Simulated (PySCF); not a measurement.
**Broadened absorption spectrum of C4H9NO**

Species: C4H9NO.
SMILES: `O1CCNCC1`

Method used: PySCF 2.14.0, density-fitted response routines, TDDFT PBE0/def2-SVPD, vertical, gas phase, core orbitals frozen in the response. Geometry: PBE0-D3(BJ)/def2-SVP, one conformer, isolated molecule.

Computed states:

| state | E (eV) | f |
| --- | --- | --- |
| S1 | 5.76 | 0.014 |
| S2 | 6.50 | 0.047 |
| S3 | 6.50 | 0.045 |
| S4 | 6.79 | 0.0059 |
| S5 | 7.12 | 0.0039 |
| S6 | 7.52 | 0.0071 |

Each state is given a Gaussian of 0.25 eV full width at half maximum, with ε(max) = 2.175×10⁸ f / Δν̃ (Δν̃ the width in cm⁻¹). The width is an assumption, not a result. The curve ends short of the highest state used, and states not computed would add to its high-energy end.

Problem. Give the broadened spectrum and its maxima.

Solution. 
| λ (nm) | ε (L mol⁻¹ cm⁻¹) |
| --- | --- |
| 179.2 | 397 |
| 180.7 | 573 |
| 182.1 | 781 |
| 183.6 | 1172 |
| 185.0 | 2066 |
| 186.5 | 4011 |
| 187.9 | 6595 |
| 189.4 | 9116 |
| 190.9 | 9992 |
| 192.3 | 8859 |
| 193.8 | 6297 |
| 195.2 | 3786 |
| 196.7 | 1807 |
| 198.2 | 712 |
| 199.6 | 253 |
| 201.1 | 71 |
| 202.5 | 23 |
| 204.0 | 20 |
| 205.5 | 54 |
| 206.9 | 134 |
| 208.4 | 301 |
| 209.8 | 548 |
| 211.3 | 887 |
| 212.8 | 1222 |
| 214.2 | 1435 |
| 215.7 | 1480 |
| 217.1 | 1340 |
| 218.6 | 1057 |
| 220.0 | 753 |
| 221.5 | 464 |
| 223.0 | 253 |
| 224.4 | 130 |
| 225.9 | 57 |
| 227.3 | 24 |
| 228.8 | 9 |
| 230.3 | 3 |

Maxima: 215 nm (5.76 eV), ε about 1500, made up of S1 (100%); 191 nm (6.50 eV), ε about 10000, made up of S2 (51%) and S3 (49%) (ε in L mol⁻¹ cm⁻¹; maxima over ε = 5, shares over 10%).

Problem. What would ε be at 6.50 eV, the highest of these maxima, with half the width (0.125 eV)?

Solution. About 20000 L mol⁻¹ cm⁻¹ against 10000, a factor of about 2.00; a lone state at its own centre would give exactly 2.

Problem. Coming from long wavelengths, where does ε first pass 100 L mol⁻¹ cm⁻¹?

Solution. At about 225 nm (5.51 eV), 0.25 eV below S1.

Problem. On this curve, what absorbance would a 10⁻³ mol/L sample give at 193 nm over a 1 cm path?

Solution. 193 nm is 6.424 eV, where ε is about 7800 L mol⁻¹ cm⁻¹, so A = ε c l ≈ 7.8 (Beer–Lambert, with the gas-phase spectrum and the assumed width).
